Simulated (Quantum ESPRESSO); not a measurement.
# AlN (P6_3mc) in Quantum ESPRESSO: settings compared, part 5 of 5

Quantum ESPRESSO 7.5. Earlier steps stand in the parts before.

### Step 5. Phonons, PBE, target pressure 5 GPa, at which the enthalpy is minimised

The input, pw.in:

```
&CONTROL
  calculation = 'scf'
  prefix = 'pwscf'
  outdir = './tmp'
  pseudo_dir = './pseudo'
  tprnfor = .true.
  tstress = .true.
  disk_io = 'low'
/
&SYSTEM
  ibrav = 0
  celldm(1) = 8
  nat = 4
  ntyp = 2
  ecutwfc = 45
  ecutrho = 360
  nbnd = 14
  occupations = 'smearing'
  smearing = 'fd'
  degauss = 0.00367493
/
&ELECTRONS
  conv_thr = 8d-10
  electron_maxstep = 120
  mixing_beta = 0.5
/
ATOMIC_SPECIES
Al    26.9815 al_pbe_v1.uspp.F.UPF
N     14.0070 n_pbe_v1.2.uspp.F.UPF
CELL_PARAMETERS alat
  0.7353396782450   0.0000000000000   0.0000000000000
 -0.3676698391225   0.6368228417753   0.0000000000000
  0.0000000000000   0.0000000000000   1.1765907283451
ATOMIC_POSITIONS crystal
Al     0.6666666667    0.3333333333    0.5000000000
Al     0.3333333333    0.6666666667    0.0000000000
N      0.6666666667    0.3333333333    0.8800000000
N      0.3333333333    0.6666666667    0.3800000000
K_POINTS automatic
6 6 4 0 0 1
```

The input, relax.in:

```
&CONTROL
  calculation = 'vc-relax'
  prefix = 'pwscf'
  outdir = './tmp'
  pseudo_dir = './pseudo'
  tprnfor = .true.
  tstress = .true.
  disk_io = 'low'
  nstep = 40
  forc_conv_thr = 0.0001
  etot_conv_thr = 1d-06
/
&SYSTEM
  ibrav = 0
  celldm(1) = 8
  nat = 4
  ntyp = 2
  ecutwfc = 45
  ecutrho = 360
  nbnd = 14
  occupations = 'smearing'
  smearing = 'fd'
  degauss = 0.00367493
/
&ELECTRONS
  conv_thr = 8d-10
  electron_maxstep = 120
  mixing_beta = 0.5
/
&IONS
  ion_dynamics = 'bfgs'
/
&CELL
  cell_dynamics = 'bfgs'
  press = 50
  press_conv_thr = 0.2
/
ATOMIC_SPECIES
Al    26.9815 al_pbe_v1.uspp.F.UPF
N     14.0070 n_pbe_v1.2.uspp.F.UPF
CELL_PARAMETERS alat
  0.7353396782450   0.0000000000000   0.0000000000000
 -0.3676698391225   0.6368228417753   0.0000000000000
  0.0000000000000   0.0000000000000   1.1765907283451
ATOMIC_POSITIONS crystal
Al     0.6666666667    0.3333333333    0.5000000000
Al     0.3333333333    0.6666666667    0.0000000000
N      0.6666666667    0.3333333333    0.8800000000
N      0.3333333333    0.6666666667    0.3800000000
K_POINTS automatic
6 6 4 0 0 1
```

The input, scf2.in:

```
&CONTROL
  calculation = 'scf'
  prefix = 'pwscf'
  outdir = './tmp'
  pseudo_dir = './pseudo'
  tprnfor = .true.
  tstress = .true.
  disk_io = 'low'
/
&SYSTEM
  ibrav = 0
  celldm(1) = 8
  nat = 4
  ntyp = 2
  ecutwfc = 45
  ecutrho = 360
  nbnd = 14
  occupations = 'fixed'
/
&ELECTRONS
  conv_thr = 1d-13
  electron_maxstep = 120
  mixing_beta = 0.5
  startingpot = 'file'
  startingwfc = 'file'
/
ATOMIC_SPECIES
Al    26.9815 al_pbe_v1.uspp.F.UPF
N     14.0070 n_pbe_v1.2.uspp.F.UPF
CELL_PARAMETERS alat
  0.7341914290169  -0.0000000000000   0.0000000000000
 -0.3670957145085   0.6358284287695   0.0000000000000
  0.0000000000000   0.0000000000000   1.1758278010749
ATOMIC_POSITIONS crystal
Al     0.6666666666    0.3333333332    0.4990971797
Al     0.3333333332    0.6666666666   -0.0009028203
N      0.6666666666    0.3333333332    0.8809028203
N      0.3333333332    0.6666666666    0.3809028203
K_POINTS automatic
6 6 4 0 0 1
```

The input, ph.in:

```
phonons of AlN
&INPUTPH
  prefix = 'pwscf'
  outdir = './tmp'
  tr2_ph = 1d-18
  fildyn = 'dyn'
  niter_ph = 90
  alpha_mix(1) = 0.7
  epsil = .true.
/
0.0000000000 0.0000000000 0.0000000000
```

The input, dynmat.in:

```
&INPUT
  fildyn = 'dyn'
  asr = 'crystal'
  lperm = .true.
  filout = 'dynmat.disp'
  fileig = 'dynmat.eig'
/
```

The input, dynmat_lo.in:

```
&INPUT
  fildyn = 'dyn'
  asr = 'crystal'
  filout = 'dynmat_lo.disp'
  fileig = 'dynmat_lo.eig'
  q(1) = 0
  q(2) = 0
  q(3) = 1
/
```

Potentials or basis: GBRV 1.5 PBE.

The run is started by

```bash
$ OMP_NUM_THREADS=1 pw.x -in pw.in > pw.out
$ OMP_NUM_THREADS=1 pw.x -in relax.in > relax.out
$ OMP_NUM_THREADS=1 pw.x -in scf2.in > scf2.out
$ OMP_NUM_THREADS=1 ph.x -in ph.in > ph.out
$ OMP_NUM_THREADS=1 dynmat.x -in dynmat.in > dynmat.out
$ OMP_NUM_THREADS=1 dynmat.x -in dynmat_lo.in > dynmat_lo.out
```

pw.out:

```text
This program is part of the open-source Quantum ESPRESSO suite
     for quantum simulation of materials; please cite
[... 9 lines left out ...]
     --------------------
     sticks:   dense  smooth     PW     G-vecs:    dense   smooth      PW
     Sum         847     433    127                32547    11561    1961

     Using Slab Decomposition

     bravais-lattice index     =            0
     lattice parameter (alat)  =       8.0000  a.u.
     unit-cell volume          =     282.0993 (a.u.)^3
     number of atoms/cell      =            4
     number of atomic types    =            2
     number of electrons       =        16.00
     number of Kohn-Sham states=           14
     kinetic-energy cutoff     =      45.0000  Ry
     charge density cutoff     =     360.0000  Ry
     scf convergence threshold =      8.0E-10
     mixing beta               =       0.5000
     number of iterations used =            8  plain     mixing
     Exchange-correlation= SLA  PW   PBE  PBE
                           (   1   4   3   4   0   0   0)

     celldm(1)=   8.000000  celldm(2)=   0.000000  celldm(3)=   0.000000
     celldm(4)=   0.000000  celldm(5)=   0.000000  celldm(6)=   0.000000

     crystal axes: (cart. coord. in units of alat)
               a(1) = (   0.735340   0.000000   0.000000 )
               a(2) = (  -0.367670   0.636823   0.000000 )
               a(3) = (   0.000000   0.000000   1.176591 )

     reciprocal axes: (cart. coord. in units 2 pi/alat)
               b(1) = (  1.359916  0.785148 -0.000000 )
               b(2) = (  0.000000  1.570295  0.000000 )
               b(3) = (  0.000000 -0.000000  0.849913 )

     PseudoPot. # 1 for Al read from file:
     al_pbe_v1.uspp.F.UPF
[... 126 lines left out ...]
     Davidson diagonalization with overlap
     ethr =  3.33E-11,  avg # of iterations =  2.0

     End of self-consistent calculation

          k = 0.0000 0.0000 0.1062 (  1442 PWs)   bands (ev):

    -8.0420  -6.0458   1.2954   6.2864   6.2864   6.7548   6.9064   6.9064
    11.6040  13.7602  17.5898  18.1812  18.1812  19.6314
[... 23 lines left out ...]
    -6.4547  -5.9045   2.1366   2.6909   4.8268   5.6142   6.0767   6.1129
    12.7136  13.4526  16.1927  17.0689  18.3586  19.0592

          k = 0.0000-0.7851 0.1062 (  1428 PWs)   bands (ev):

    -6.0850  -5.4328   1.5504   2.7141   3.9706   5.0508   5.5290   6.3671
    12.6168  12.9489  15.7054  17.0546  18.1514  19.2849

          k = 0.0000-0.7851 0.3187 (  1448 PWs)   bands (ev):

    -5.8788  -5.6042   1.3568   1.8042   5.1751   5.3857   5.9237   6.0158
    12.0930  12.8373  16.0961  16.8074  18.4015  19.2464

          k = 0.2267 0.3926 0.1062 (  1441 PWs)   bands (ev):
[... 26 lines left out ...]
    -5.5357  -5.5357   2.3561   2.3561   2.8355   3.7066   6.1070   6.1070
    13.7953  15.0575  15.1721  15.1721  18.8802  18.8802

     the Fermi energy is     9.3789 ev

!    total energy              =     -54.10055853 Ry
     estimated scf accuracy    <          3.1E-10 Ry
     smearing contrib. (-TS)   =       0.00000000 Ry
     internal energy E=F+TS    =     -54.10055853 Ry

     The total energy is F=E-TS. E is the sum of the following terms:
     one-electron contribution =      -2.20959129 Ry
     hartree contribution      =      11.40670584 Ry
     xc contribution           =     -19.81122480 Ry
     ewald contribution        =     -43.48644828 Ry

     convergence has been achieved in  10 iterations

     Forces acting on atoms (cartesian axes, Ry/au):

     atom    1 type  1   force =     0.00000000    0.00000000   -0.00496720
     atom    2 type  1   force =     0.00000000   -0.00000000   -0.00496720
     atom    3 type  2   force =     0.00000000    0.00000000    0.00496720
     atom    4 type  2   force =     0.00000000    0.00000000    0.00496720

     Total force =     0.009934     Total SCF correction =     0.000000

     Computing stress (Cartesian axis) and pressure

          total   stress  (Ry/bohr**3)                   (kbar)     P=       42.32
   0.00024909  -0.00000000   0.00000000           36.64       -0.00        0.00
  -0.00000000   0.00024909   0.00000000           -0.00       36.64        0.00
   0.00000000   0.00000000   0.00036496            0.00        0.00       53.69

=------------------------------------------------------------------------------=
   JOB DONE.
=------------------------------------------------------------------------------=
```

scf2.out:

```text
This program is part of the open-source Quantum ESPRESSO suite
     for quantum simulation of materials; please cite
[... 9 lines left out ...]
     --------------------
     sticks:   dense  smooth     PW     G-vecs:    dense   smooth      PW
     Sum         847     433    127                32475    11489    1961
[... 208 lines left out ...]
   0.00034007   0.00000000   0.00000000           50.03        0.00        0.00
   0.00000000   0.00034007   0.00000000            0.00       50.03        0.00
   0.00000000   0.00000000   0.00033993            0.00        0.00       50.01

=------------------------------------------------------------------------------=
   JOB DONE.
=------------------------------------------------------------------------------=
```

It took 3.9 min on 1 thread of Intel Xeon at 2.50GHz (Skylake/Cascade Lake), shared host; peak memory 0.08 GiB.

What came out:

```
Free energy                                             : -736.0723 eV
Relaxed volume                                          : 10.41 Å³/atom
Relaxed cell                                            : a = 3.108 Å, b = 3.108 Å, c = 4.978 Å, α = 90.00°, β = 90.00°, γ = 120.00°
Space group after relaxing (to 0.05 Å)                  : P6_3mc (No. 186)
Pressure after relaxing                                 : 5.0 GPa
Electronic dielectric tensor (diagonal)                 : 4.49, 4.49, 4.66
Born charges (mean of the diagonal)                     : Al +2.58; N -2.60 e
Highest phonon frequency at Γ, LO-TO splitting left out : 726 cm⁻¹
Static dielectric tensor (diagonal)                     : 8.14, 8.14, 9.55
```

The path:
```tsv
step	energy change (eV)	largest force (eV/Å)	pressure (GPa)	volume (Å³)
1	0.0000	0.1277	4.23	41.80
2	0.0036	0.0239	5.06	41.64
3	0.0032	0.0142	5.01	41.65
4	0.0032	0.0065	5.00	41.65
5	0.0032	0.0002	5.00	41.65
6	0.0033	0.0000	5.00	41.65
```

Final structure:
```yaml
crystal:
  lattice:
    - [3.10814, 0.00000, 0.00000]
    - [-1.55407, 2.69173, 0.00000]
    - [0.00000, 0.00000, 4.97777]
  atoms:
    - { symbol: Al, position: [0.66667, 0.33333, 0.49910] }
    - { symbol: Al, position: [0.33333, 0.66667, 0.99910] }
    - { symbol: N, position: [0.66667, 0.33333, 0.88090] }
    - { symbol: N, position: [0.33333, 0.66667, 0.38090] }
```

Phonon frequencies in cm⁻¹ (negative: imaginary):
```tsv
q point	frequencies
(0.000, 0.000, 0.000)	6 6 16 236 236 549 616 663 663 673 673 726
```

Electronic dielectric tensor:
```
4.49 0.00 0.00
0.00 4.49 0.00
0.00 0.00 4.66
```

Born effective charge tensors (e):
atom 1, Al
```
2.53 0.00 0.00
0.00 2.53 0.00
0.00 0.00 2.69
```
atom 2, Al
```
2.53 0.00 0.00
0.00 2.53 0.00
0.00 0.00 2.69
```
atom 3, N
```
-2.55  0.00  0.00
 0.00 -2.55  0.00
 0.00  0.00 -2.69
```
atom 4, N
```
-2.55  0.00  0.00
 0.00 -2.55  0.00
 0.00  0.00 -2.69
```

Optical modes at Γ, degenerate ones joined, polar ones without the macroscopic field:
| cm⁻¹ | components | symmetry | active in | IR intensity, summed ((D/Å)²/amu) |
| --- | --- | --- | --- | --- |
| 236 | 2 | E2 | Raman | 0.00 |
| 549 | 1 | B1 | silent | 0.00 |
| 616 | 1 | A1 | IR and Raman | 36.25 |
| 663 | 2 | E2 | Raman | 0.00 |
| 673 | 2 | E1 | IR and Raman | 64.45 |
| 726 | 1 | B1 | silent | 0.00 |

Zone-centre frequencies without and with the macroscopic field along z (cm⁻¹):
```csv
,optical modes in rising order
without,236 236 549 616 663 663 673 673 726
with the field,236 236 549 663 663 673 673 726 882
```

Static dielectric tensor, electrons and zone-centre modes:
```
8.14 0.00 0.00
0.00 8.14 0.00
0.00 0.00 9.55
```

Caveat: the cell is more than 3 GPa from zero pressure, which shifts response properties.

### Step 6. The runs side by side

```tsv
task	level	potentials or basis	cell	k mesh	form of the LDA correlation	q mesh	mesh quality	pressure (GPa)
phonon dispersion	LDA	GBRV 1.5 LDA	relaxed	4 × 4 × 2, shifted	PZ81	2 × 2 × 2	coarse	0.0
phonon dispersion	PBE	GBRV 1.5 PBE	relaxed	4 × 4 × 2, shifted	-	2 × 2 × 2	coarse	0.0
phonons	PBE	GBRV 1.5 PBE	relaxed	6 × 6 × 4, shifted	-	-	not flagged	0.0
phonons	PBE	GBRV 1.5 PBE	relaxed to 5 GPa	6 × 6 × 4, shifted	-	-	not flagged	5.0
```

Alike in all rows: no spin polarisation; cutoff (eV) 612; smearing fermi-dirac 0.05 eV.

Caveats: some runs use coarse meshes; the cell is more than 3 GPa from zero pressure, which shifts response properties (some runs).

Total energies depend on the potentials used, so only differences within one code and one set of settings carry meaning.
